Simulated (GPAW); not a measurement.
Crystal: TiC.

```
Ti C
1.0
     0.00000    2.16572    2.16572
     2.16572    0.00000    2.16572
     2.16572    2.16572    0.00000
Ti C
1 1
Direct
  0.00000 0.00000 0.00000
  0.50000 0.50000 0.50000
```

The cell is a database's computed one.

Base run:

* Program: GPAW 26.7.0
* Functional: PBEsol
* Potentials or basis: PAW data sets generated in the run's folder for this functional
* Cutoff: 800 eV
* Basis: pw
* k mesh: 11 × 11 × 11
* Occupations: fermi-dirac, width 0.05 eV
* Spin: no spin polarisation

Its results: pressure -5.9 GPa.

Task: The run is repeated on the same cell with these changes: functional from PBEsol to BLYP. What comes out?

Result: Pressure 8.7 GPa.

BLYP binds less tightly than PBEsol, so the same cell stands under more pressure.
